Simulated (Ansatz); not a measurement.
# Residual resistivity of an alloy: Nb(100) with 4 layers of random Nb-Pd, 2x2

Aim: the residual resistivity of a random alloy, from Nb(100) with 4 layers of random Nb-Pd, 2x2 and longer regions.

Main program and level: Ansatz 0.2.0; Ansatz plane-wave DFT, PBE, PAW files; ballistic transport by layer matching (Landauer), zero bias; PAW set soft_1.

## 1. Set-up

The cell holds 56 atoms: 48 Nb and 8 Pd. Cell: a = 6.613 Å, b = 6.613 Å, c = 23.144 Å, α = 90.0°, β = 90.0°, γ = 90.0°. It derives from Nb. Regions: lead, 40 atoms (40 Nb); scattering region, 16 atoms (8 Pd and 8 Nb). The structure is stacked along c, and the current runs across the ab planes.

## 2. With 4 alloy layers

In 4 layers a share of 0.5 of the sites is given to Pd at random. The layers about the cell's end stay perfect and serve as the lead. Disorder leaves little or no symmetry, which makes such runs dear. Energies from -0.05 to 0.05 eV in steps of 0.05 eV are too few for the program's thermal sum, so it prints no conductance; for a metal the transmission near the Fermi level serves, at a fraction of the cost.

Input file input.yaml:

```yaml
crystal:
  lattice:
    - [6.6126, 0.0, 0.0]
    - [0.0, 6.6126, 0.0]
    - [0.0, 0.0, 23.1441]
  atoms:
    - { symbol: Nb, position: [0.0, 0.0, 0.0357142857] }
    - { symbol: Nb, position: [0.0, 0.5, 0.0357142857] }
    - { symbol: Nb, position: [0.5, 0.0, 0.0357142857] }
    - { symbol: Nb, position: [0.5, 0.5, 0.0357142857] }
    - { symbol: Nb, position: [0.25, 0.25, 0.1071428571] }
    - { symbol: Nb, position: [0.25, 0.75, 0.1071428571] }
    - { symbol: Nb, position: [0.75, 0.25, 0.1071428571] }
    - { symbol: Nb, position: [0.75, 0.75, 0.1071428571] }
    - { symbol: Nb, position: [0.0, 0.0, 0.1785714286] }
    - { symbol: Nb, position: [0.0, 0.5, 0.1785714286] }
    - { symbol: Nb, position: [0.5, 0.0, 0.1785714286] }
    - { symbol: Nb, position: [0.5, 0.5, 0.1785714286] }
    - { symbol: Nb, position: [0.25, 0.25, 0.25] }
    - { symbol: Nb, position: [0.25, 0.75, 0.25] }
    - { symbol: Nb, position: [0.75, 0.25, 0.25] }
    - { symbol: Nb, position: [0.75, 0.75, 0.25] }
    - { symbol: Nb, position: [0.0, 0.0, 0.3214285714] }
    - { symbol: Nb, position: [0.0, 0.5, 0.3214285714] }
    - { symbol: Nb, position: [0.5, 0.0, 0.3214285714] }
    - { symbol: Nb, position: [0.5, 0.5, 0.3214285714] }
    - { symbol: Pd, position: [0.25, 0.25, 0.3928571429] }
    - { symbol: Nb, position: [0.25, 0.75, 0.3928571429] }
    - { symbol: Nb, position: [0.75, 0.25, 0.3928571429] }
    - { symbol: Nb, position: [0.75, 0.75, 0.3928571429] }
    - { symbol: Pd, position: [0.0, 0.0, 0.4642857143] }
    - { symbol: Nb, position: [0.0, 0.5, 0.4642857143] }
    - { symbol: Pd, position: [0.5, 0.0, 0.4642857143] }
    - { symbol: Pd, position: [0.5, 0.5, 0.4642857143] }
    - { symbol: Pd, position: [0.25, 0.25, 0.5357142857] }
    - { symbol: Nb, position: [0.25, 0.75, 0.5357142857] }
    - { symbol: Nb, position: [0.75, 0.25, 0.5357142857] }
    - { symbol: Nb, position: [0.75, 0.75, 0.5357142857] }
    - { symbol: Pd, position: [0.0, 0.0, 0.6071428571] }
    - { symbol: Pd, position: [0.0, 0.5, 0.6071428571] }
    - { symbol: Nb, position: [0.5, 0.0, 0.6071428571] }
    - { symbol: Pd, position: [0.5, 0.5, 0.6071428571] }
    - { symbol: Nb, position: [0.25, 0.25, 0.6785714286] }
    - { symbol: Nb, position: [0.25, 0.75, 0.6785714286] }
    - { symbol: Nb, position: [0.75, 0.25, 0.6785714286] }
    - { symbol: Nb, position: [0.75, 0.75, 0.6785714286] }
    - { symbol: Nb, position: [0.0, 0.0, 0.75] }
    - { symbol: Nb, position: [0.0, 0.5, 0.75] }
    - { symbol: Nb, position: [0.5, 0.0, 0.75] }
    - { symbol: Nb, position: [0.5, 0.5, 0.75] }
    - { symbol: Nb, position: [0.25, 0.25, 0.8214285714] }
    - { symbol: Nb, position: [0.25, 0.75, 0.8214285714] }
    - { symbol: Nb, position: [0.75, 0.25, 0.8214285714] }
    - { symbol: Nb, position: [0.75, 0.75, 0.8214285714] }
    - { symbol: Nb, position: [0.0, 0.0, 0.8928571429] }
    - { symbol: Nb, position: [0.0, 0.5, 0.8928571429] }
    - { symbol: Nb, position: [0.5, 0.0, 0.8928571429] }
    - { symbol: Nb, position: [0.5, 0.5, 0.8928571429] }
    - { symbol: Nb, position: [0.25, 0.25, 0.9642857143] }
    - { symbol: Nb, position: [0.25, 0.75, 0.9642857143] }
    - { symbol: Nb, position: [0.75, 0.25, 0.9642857143] }
    - { symbol: Nb, position: [0.75, 0.75, 0.9642857143] }
kpoints:
  mp_grid: { grid: [4, 4, 1] }
hamiltonian:
  xc: pbe
  pseudopotentials: { kind: paw, azcp: { folder: soft_1 } }
scf:
  occupations: { method: fermi_dirac, width: 0.1 }
output:
  transmission: { leads: [[0, 4]], kmesh: [8, 8], e_range: [-0.05, 0.05], de: 0.05 }
  write_potential: true
  write_density: true
  volumetric_format: npy
```

The run is started by

```sh
$ ansatz run input.yaml --threads 4 --pin off --max-ram 15360MiB --backend cpu --events-out ev --progress --plain --runs-dir out
```

Numbers of over 12 decimals in the logs are rounded to 6 here.

The log of the run:

```text
Engine: ansatz 0.2.0, aarch64-unknown-linux-gnu
Pseudopotentials: kind: paw
Pseudopotential: Nb, paw, valence charge 13, recommended cutoff 420 eV (normal), soft_1/Nb.paw.azcp
Pseudopotential: Pd, paw, valence charge 18, recommended cutoff 420 eV (normal), soft_1/Pd.paw.azcp
Functional definition: PBE
  parameter kappa = 0.804
  parameter beta = 0.066725
  exchange = pbe_x(kappa = kappa, mu = beta*pi^2/3)
  correlation = pbe_c(beta = beta)
Crystal: 56 atoms, lattice volume = 1012.010 Å³
Basis set: ecut = 420 eV, 19757 PW (Γ)
Bands: 461, of which v1, the nominal top of the filled ones, is band 384 counted from 1 (383 counted from 0)
Symmetry: 2 space group operations
Space group: Cm (ITA 8), of the structure as read, at distance tolerance 1.0e-4 Å
k-points: 7 of 16 (time reversal used)
Non-local potential: Nb, projectors of the file, l = 0: 3, l = 1: 2, l = 2: 2, l = 3: 1
Non-local potential: Pd, projectors of the file, l = 0: 2, l = 1: 2, l = 2: 2, l = 3: 1
PAW form: soft (Blöchl's): semilocal exchange-correlation on the pseudo side does not see the compensation charge
PAW one-centre angular grid: Nb, 590 points (default); XC on 64 Gauss nodes
PAW one-centre angular grid: Pd, 590 points (default); XC on 64 Gauss nodes
Initial density: superposition of atomic densities (chi_scale 0.1, normalization cell, long waves of neutral atoms (reshape's long-wave potential 10.45 eV rms, cloud 3.03 Å wide))
Initial wavefunctions: pseudopotential atomic-orbital guess
Functional: x = pbe(κ = 0.804, μ = 0.219515), c = pbe(β = 0.066725)
SCF iter   1: F=—  HF=-274663.562647 eV  |F-HF|=—  |Δ(HF+E_count)|=         —  Δρ=3.95e-1  dr2=1.90e4  ethr=3.10e-3  ⟨swp⟩=4.1  Hψ=11174  notcnv=0
preconditioner: auto → Kerker (q_TF=auto, 2.606 Å⁻¹)  [metal: Δε(μ)=0.005 eV  Ē_g=4.451 eV  σ=0.100 eV  W_gap=0.01  n_scr=294 (ndim 8)  ℏωp=20.9 eV  f_vac=0.000  D(μ)=48.87/eV (n_scr^D=424)]
SCF iter   2: F=—  HF=-274369.152523 eV  |F-HF|=—  |Δ(HF+E_count)|=    2.94e2  Δρ=1.63e-1  dr2=1.23e3  ethr=3.10e-3  ⟨swp⟩=19.0  Hψ=31382  notcnv=0  defer=14
SCF iter   3: F=—  HF=-274308.838514 eV  |F-HF|=—  |Δ(HF+E_count)|=    6.03e1  Δρ=5.54e-2  dr2=4.17e2  ethr=3.10e-3  ⟨swp⟩=11.4  Hψ=12803  notcnv=0  defer=29
SCF iter   4: F=—  HF=-274302.028388 eV  |F-HF|=—  |Δ(HF+E_count)|=    6.81e0  Δρ=5.41e-2  dr2=1.03e2  ethr=3.10e-3  ⟨swp⟩=10.7  Hψ=13175  notcnv=0  defer=35
SCF iter   5: F=—  HF=-274298.270639 eV  |F-HF|=—  |Δ(HF+E_count)|=    3.76e0  Δρ=9.97e-3  dr2=3.16e0  ethr=3.10e-3  ⟨swp⟩=8.1  Hψ=7821  notcnv=0  defer=18
SCF iter   6: F=—  HF=-274298.121338 eV  |F-HF|=—  |Δ(HF+E_count)|=   1.49e-1  Δρ=3.51e-3  dr2=3.78e-1  ethr=4.12e-4  ⟨swp⟩=4.4  Hψ=4114  notcnv=0  defer=21
SCF iter   7: F=—  HF=-274298.095199 eV  |F-HF|=—  |Δ(HF+E_count)|=   2.61e-2  Δρ=1.11e-3  dr2=5.34e-2  ethr=4.93e-5  ⟨swp⟩=2.3  Hψ=3428  notcnv=0  defer=14
SCF iter   8: F=—  HF=-274298.092328 eV  |F-HF|=—  |Δ(HF+E_count)|=   2.87e-3  Δρ=6.71e-4  dr2=1.86e-2  ethr=6.95e-6  ⟨swp⟩=2.0  Hψ=3845  notcnv=0  defer=11
SCF iter   9: F=—  HF=-274298.091505 eV  |F-HF|=—  |Δ(HF+E_count)|=   8.23e-4  Δρ=3.66e-4  dr2=8.56e-3  ethr=2.43e-6  ⟨swp⟩=1.6  Hψ=3222  notcnv=0  defer=11
SCF iter  10: F=—  HF=-274298.091214 eV  |F-HF|=—  |Δ(HF+E_count)|=   2.92e-4  Δρ=1.98e-4  dr2=1.86e-3  ethr=1.11e-6  ⟨swp⟩=1.0  Hψ=3216  notcnv=0  defer=11
SCF iter  11: F=—  HF=-274298.091108 eV  |F-HF|=—  |Δ(HF+E_count)|=   1.05e-4  Δρ=2.62e-5  dr2=4.64e-5  ethr=2.43e-7  ⟨swp⟩=2.0  Hψ=4026  notcnv=0  defer=11
SCF iter  12: F=—  HF=-274298.090435 eV  |F-HF|=—  |Δ(HF+E_count)|=   6.74e-4  Δρ=7.09e-6  dr2=1.51e-6  ethr=6.04e-9  ⟨swp⟩=2.7  Hψ=4731  notcnv=0  defer=11
SCF iter  13: F=-274298.090435 eV  HF=-274298.090435 eV  |F-HF|=7.65e-8  |Δ(HF+E_count)|=   5.02e-8  Δρ=2.35e-6  dr2=8.83e-8  ethr=1.30e-11  ⟨swp⟩=13.4  Hψ=17417  notcnv=0
SCF 1 converged in 13 iterations: F = -274298.090435 eV  dr2 = 8.83e-8
  greatest PAW one-centre occupation: 0.999 electrons in one spin orbital (limit 2), on the Pd atom at site 28 (counted from 0), in its partial waves of l = 0
transmission: 90 of 882 steps passed
transmission: 180 of 882 steps passed
[...]
transmission: 882 of 882 steps passed
SCF converged after 13 iterations
Free energy (F): -274298.090435 eV
Harris-Foulkes:  -274298.090435 eV  (|F-HF|=7.65e-8)
Internal energy: -274295.809131 eV  (E = F + TS)
E sigma→0 (E₀):  -274296.949783 eV
Entropy (-TS):   -2.281303 eV (-40.738 meV/atom)
Fermi energy:    17.582151 eV
--- Per-component energies (eV) ---
  E_band       = -4954.813963
  E_kinetic    = 21458.735978
  E_local      = -55829.388584  (includes V_loc(G=0)·N_el)
  E_nonlocal   = 7503.648952
  E_hartree    = 20993.349548
  E_xc         = -9054.611584
  E_vxc        = -11021.107448  (∫ρ·V_xc dr)
  E_paw        = -178422.727695  (= ΣΔE_a)
  E_vpaw       = -9053.403387  (= ΣTr[D̂ρ^β])
  E_aug_tail   = 0.003788  (compensation charges beyond the density's cutoff)
  E_ewald      = -80944.819535
  E_smearing   = -2.281303  (= −TS)
  E_closure    = -0.000000  (closes the sum)
  Σ components = -274298.090435   (vs F -274298.090435, Δ=0.00e0)
--- Band table (eV; the first three rows and the last of 7) ---
  k-point 0: bands = [... 380 lower, 17.9206, 17.9223, 17.9242, 17.9373, 17.9745, 17.9881, 17.9973, 18.0370, ... 73 higher]
  k-point 1: bands = [... 380 lower, 17.7008, 17.7239, 17.7713, 17.8068, 17.8375, 17.8634, 17.8859, 17.9027, ... 73 higher]
  k-point 2: bands = [... 380 lower, 17.4883, 17.4991, 17.5126, 17.5183, 17.5364, 17.5766, 17.6070, 17.6247, ... 73 higher]
  k-point 6: bands = [... 380 lower, 16.9492, 17.0020, 17.0224, 17.0432, 17.0541, 17.0687, 17.1042, 17.1357, ... 73 higher]
--- Transmission ---
  basis      : 385 plane waves across, 42 finite elements along
  points     : 21, standing for a mesh of 8 x 8
  energies   : 3 from -0.050000 to 0.050000 eV about the Fermi level, 0.050000 eV apart; the leads are filled to 0.000000 eV, and channels, transmission and decay are at 0.000000 eV
  crystal 0  : Nb4, at the sites [0, 4], period 1.6531 Å, over 16.53 Å; its Hamiltonian steps by up to 21.3 meV
    offset         : up to 0.0000 Å between an atom of the period and one for which it stands
    channels       : 1.089062e1 a spin
    conductance    : none, the energies end too early or step too widely for 300 K: set another output.transmission.e_range or a lower de, or, where they end at an eighth of basis.ecutwfc, a higher one
  junction   : crystal 0 to crystal 0, 0.70 to 22.19 Å
    transmission   : 3.631149e0 a spin
    conductance    : none, the energies end too early or step too widely for 300 K: set another output.transmission.e_range or a lower de, or, where they end at an eighth of basis.ecutwfc, a higher one
```

Wall time 12 min (4 threads of Arm Neoverse V2, shared host); peak memory 8.4 GiB; 41 min of CPU time.

This step gave:

| Quantity | Value |
| --- | --- |
| free energy | -274298.0904 eV |
| energy at zero smearing | -274296.9498 eV |
| Fermi energy | 17.58 eV |
| cell area | 43.73 Å² |
| transmission per spin nearest the Fermi level | 3.631 |
| open channels per spin nearest the Fermi level | 10.89 |
| step of the lead's potential | 21.3 meV |

Per spin. Transmission, zone mean against energy, zero at the Fermi level:

| energy (eV) | transmission, zone mean |
| --- | --- |
| -0.0500 | 3.70 |
| 0.0000 | 3.63 |
| 0.0500 | 3.61 |

Per spin. Open channels, zone mean, lead against energy, zero at the Fermi level:

| energy (eV) | open channels, zone mean, lead |
| --- | --- |
| -0.0500 | 11.6 |
| 0.0000 | 10.9 |
| 0.0500 | 10.4 |

Transmission over k1 and k2. At 0.0000 eV from the Fermi level.

Values, 8 rows by 8 columns:
```
1.12 2.03 3.56 3.81 3.66 3.83 2.98 2.01
2.31 3.56 4.61 5.08 5.27 4.51 3.71 2.98
2.75 3.81 5.08 5.50 5.07 5.05 4.51 3.83
2.43 3.66 5.27 5.07 4.87 5.07 5.27 3.66
2.75 3.83 4.51 5.05 5.07 5.50 5.08 3.81
2.31 2.98 3.71 4.51 5.27 5.08 4.61 3.56
1.12 2.01 2.98 3.83 3.66 3.81 3.56 2.03
1.02 1.12 2.31 2.75 2.43 2.75 2.31 1.12
```
Columns: k1 (b1) from -0.5 to 0.375; rows upwards: k2 (b2) from -0.5 to 0.375.

Open channels over k1 and k2. At 0.0000 eV from the Fermi level.

Ten even steps from '0' (4.0) to '9' (14.0):
```
05599955
65689875
69877789
99977799
69877789
65789865
05599955
00669660
```
Columns: k1 (b1) from -0.5 to 0.375; rows upwards: k2 (b2) from -0.5 to 0.375.

Over the solved energies the transmission per spin lies between 3.61 and 3.70, out of 11.0 channels of the lead on average (up to 11.6).

## 3. With 8 alloy layers

In 8 layers a share of 0.5 of the sites is given to Pd at random. A fresh draw is used; the growth of the resistance with length is what counts.

System of this step: Nb(100) with 8 layers of random Nb-Pd, 2x2. The cell holds 72 atoms: 56 Nb and 16 Pd. Its edges and angles: a = 6.613 Å, b = 6.613 Å, c = 29.757 Å, α = 90.0°, β = 90.0°, γ = 90.0°. It derives from Nb. Regions: lead, 40 atoms (40 Nb); scattering region, 32 atoms (16 Nb and 16 Pd). The structure is stacked along c, and the current runs across the ab planes.

Input file input.yaml:

```yaml
crystal:
  lattice:
    - [6.6126, 0.0, 0.0]
    - [0.0, 6.6126, 0.0]
    - [0.0, 0.0, 29.7567]
  atoms:
    - { symbol: Nb, position: [0.0, 0.0, 0.0277777778] }
    - { symbol: Nb, position: [0.0, 0.5, 0.0277777778] }
    - { symbol: Nb, position: [0.5, 0.0, 0.0277777778] }
    - { symbol: Nb, position: [0.5, 0.5, 0.0277777778] }
    - { symbol: Nb, position: [0.25, 0.25, 0.0833333333] }
    - { symbol: Nb, position: [0.25, 0.75, 0.0833333333] }
    - { symbol: Nb, position: [0.75, 0.25, 0.0833333333] }
    - { symbol: Nb, position: [0.75, 0.75, 0.0833333333] }
    - { symbol: Nb, position: [0.0, 0.0, 0.1388888889] }
    - { symbol: Nb, position: [0.0, 0.5, 0.1388888889] }
    - { symbol: Nb, position: [0.5, 0.0, 0.1388888889] }
    - { symbol: Nb, position: [0.5, 0.5, 0.1388888889] }
    - { symbol: Nb, position: [0.25, 0.25, 0.1944444444] }
    - { symbol: Nb, position: [0.25, 0.75, 0.1944444444] }
    - { symbol: Nb, position: [0.75, 0.25, 0.1944444444] }
    - { symbol: Nb, position: [0.75, 0.75, 0.1944444444] }
    - { symbol: Nb, position: [0.0, 0.0, 0.25] }
    - { symbol: Nb, position: [0.0, 0.5, 0.25] }
    - { symbol: Nb, position: [0.5, 0.0, 0.25] }
    - { symbol: Nb, position: [0.5, 0.5, 0.25] }
    - { symbol: Nb, position: [0.25, 0.25, 0.3055555556] }
    - { symbol: Nb, position: [0.25, 0.75, 0.3055555556] }
    - { symbol: Nb, position: [0.75, 0.25, 0.3055555556] }
    - { symbol: Pd, position: [0.75, 0.75, 0.3055555556] }
    - { symbol: Pd, position: [0.0, 0.0, 0.3611111111] }
    - { symbol: Nb, position: [0.0, 0.5, 0.3611111111] }
    - { symbol: Pd, position: [0.5, 0.0, 0.3611111111] }
    - { symbol: Nb, position: [0.5, 0.5, 0.3611111111] }
    - { symbol: Pd, position: [0.25, 0.25, 0.4166666667] }
    - { symbol: Pd, position: [0.25, 0.75, 0.4166666667] }
    - { symbol: Nb, position: [0.75, 0.25, 0.4166666667] }
    - { symbol: Pd, position: [0.75, 0.75, 0.4166666667] }
    - { symbol: Nb, position: [0.0, 0.0, 0.4722222222] }
    - { symbol: Nb, position: [0.0, 0.5, 0.4722222222] }
    - { symbol: Nb, position: [0.5, 0.0, 0.4722222222] }
    - { symbol: Pd, position: [0.5, 0.5, 0.4722222222] }
    - { symbol: Pd, position: [0.25, 0.25, 0.5277777778] }
    - { symbol: Pd, position: [0.25, 0.75, 0.5277777778] }
    - { symbol: Pd, position: [0.75, 0.25, 0.5277777778] }
    - { symbol: Pd, position: [0.75, 0.75, 0.5277777778] }
    - { symbol: Nb, position: [0.0, 0.0, 0.5833333333] }
    - { symbol: Nb, position: [0.0, 0.5, 0.5833333333] }
    - { symbol: Pd, position: [0.5, 0.0, 0.5833333333] }
    - { symbol: Pd, position: [0.5, 0.5, 0.5833333333] }
    - { symbol: Pd, position: [0.25, 0.25, 0.6388888889] }
    - { symbol: Nb, position: [0.25, 0.75, 0.6388888889] }
    - { symbol: Nb, position: [0.75, 0.25, 0.6388888889] }
    - { symbol: Nb, position: [0.75, 0.75, 0.6388888889] }
    - { symbol: Nb, position: [0.0, 0.0, 0.6944444444] }
    - { symbol: Nb, position: [0.0, 0.5, 0.6944444444] }
    - { symbol: Pd, position: [0.5, 0.0, 0.6944444444] }
    - { symbol: Pd, position: [0.5, 0.5, 0.6944444444] }
    - { symbol: Nb, position: [0.25, 0.25, 0.75] }
    - { symbol: Nb, position: [0.25, 0.75, 0.75] }
    - { symbol: Nb, position: [0.75, 0.25, 0.75] }
    - { symbol: Nb, position: [0.75, 0.75, 0.75] }
    - { symbol: Nb, position: [0.0, 0.0, 0.8055555556] }
    - { symbol: Nb, position: [0.0, 0.5, 0.8055555556] }
    - { symbol: Nb, position: [0.5, 0.0, 0.8055555556] }
    - { symbol: Nb, position: [0.5, 0.5, 0.8055555556] }
    - { symbol: Nb, position: [0.25, 0.25, 0.8611111111] }
    - { symbol: Nb, position: [0.25, 0.75, 0.8611111111] }
    - { symbol: Nb, position: [0.75, 0.25, 0.8611111111] }
    - { symbol: Nb, position: [0.75, 0.75, 0.8611111111] }
    - { symbol: Nb, position: [0.0, 0.0, 0.9166666667] }
    - { symbol: Nb, position: [0.0, 0.5, 0.9166666667] }
    - { symbol: Nb, position: [0.5, 0.0, 0.9166666667] }
    - { symbol: Nb, position: [0.5, 0.5, 0.9166666667] }
    - { symbol: Nb, position: [0.25, 0.25, 0.9722222222] }
    - { symbol: Nb, position: [0.25, 0.75, 0.9722222222] }
    - { symbol: Nb, position: [0.75, 0.25, 0.9722222222] }
    - { symbol: Nb, position: [0.75, 0.75, 0.9722222222] }
kpoints:
  mp_grid: { grid: [4, 4, 1] }
hamiltonian:
  xc: pbe
  pseudopotentials: { kind: paw, azcp: { folder: soft_1 } }
scf:
  occupations: { method: fermi_dirac, width: 0.1 }
output:
  transmission: { leads: [[0, 4]], kmesh: [8, 8], e_range: [-0.05, 0.05], de: 0.05 }
  write_potential: true
  write_density: true
  volumetric_format: npy
```

The log of the run:

```text
[...]
Crystal: 72 atoms, lattice volume = 1301.156 Å³
Basis set: ecut = 420 eV, 25467 PW (Γ)
Bands: 610, of which v1, the nominal top of the filled ones, is band 508 counted from 1 (507 counted from 0)
Symmetry: 1 space group operations
[...]
k-points: 10 of 16 (time reversal used)
[...]
SCF iter   1: F=—  HF=-367060.490922 eV  |F-HF|=—  |Δ(HF+E_count)|=         —  Δρ=4.69e-1  dr2=5.22e4  ethr=3.10e-3  ⟨swp⟩=4.6  Hψ=20483  notcnv=0
[...]
SCF iter  14: F=-366501.862317 eV  HF=-366501.862317 eV  |F-HF|=6.86e-8  |Δ(HF+E_count)|=   3.86e-8  Δρ=1.36e-6  dr2=7.52e-8  ethr=9.84e-12  ⟨swp⟩=12.3  Hψ=24806  notcnv=0
SCF 1 converged in 14 iterations: F = -366501.862317 eV  dr2 = 7.52e-8
[...]
transmission: 192 of 1870 steps passed
transmission: 375 of 1870 steps passed
[...]
transmission: 1870 of 1870 steps passed
SCF converged after 14 iterations
Free energy (F): -366501.862317 eV
[...]
Internal energy: -366499.046490 eV  (E = F + TS)
E sigma→0 (E₀):  -366500.454404 eV
Entropy (-TS):   -2.815828 eV (-39.109 meV/atom)
Fermi energy:    17.425966 eV
[...]
--- Band table (eV; the first three rows and the last of 10) ---
  k-point 0: bands = [... 504 lower, 17.7647, 17.7653, 17.7802, 17.8033, 17.8103, 17.8350, 17.8499, 17.8762, ... 98 higher]
  k-point 1: bands = [... 504 lower, 17.5397, 17.5571, 17.5756, 17.6031, 17.6371, 17.6521, 17.6795, 17.6877, ... 98 higher]
  k-point 2: bands = [... 504 lower, 17.3335, 17.3393, 17.3481, 17.3611, 17.3805, 17.3846, 17.4148, 17.4489, ... 98 higher]
  k-point 9: bands = [... 504 lower, 16.9112, 16.9155, 16.9251, 16.9340, 16.9875, 17.0021, 17.0322, 17.0593, ... 98 higher]
--- Transmission ---
  basis      : 385 plane waves across, 55 finite elements along
  points     : 34, standing for a mesh of 8 x 8
[...]
channels       : 1.076562e1 a spin
[...]
junction   : crystal 0 to crystal 0, 0.70 to 28.80 Å
    transmission   : 2.210604e0 a spin
[...]
```

Run time: 27 min. Hardware: 4 threads; peak memory 8.9 GiB; 1.6 h of CPU time.

Numbers from this step:

```yaml
free_energy: -366501.8623 eV
energy_at_zero_smearing: -366500.4544 eV
fermi_energy: 17.43 eV
transmission_per_spin_nearest_the_fermi_level: 2.211
open_channels_per_spin_nearest_the_fermi_level: 10.77
step_of_the_lead_s_potential: 12.4 meV
```

Per spin. Transmission, zone mean against energy, zero at the Fermi level:

| energy (eV) | transmission, zone mean |
| --- | --- |
| -0.0500 | 2.33 |
| 0.0000 | 2.21 |
| 0.0500 | 2.15 |

Over the solved energies the transmission per spin lies between 2.15 and 2.33, out of 10.9 channels of the lead on average (up to 11.7).

(Part 1 of 2 ends here.)

[Logs are printed without paths, hosts, clocks, repeated set-up lines and the standing remarks that a program may print on its own settings, such as how far it seeks lower states.]

[Hosts, paths, dates, database ids (printed as entryN), source tags and the programs' standing remarks are cut or masked in the printed files.]
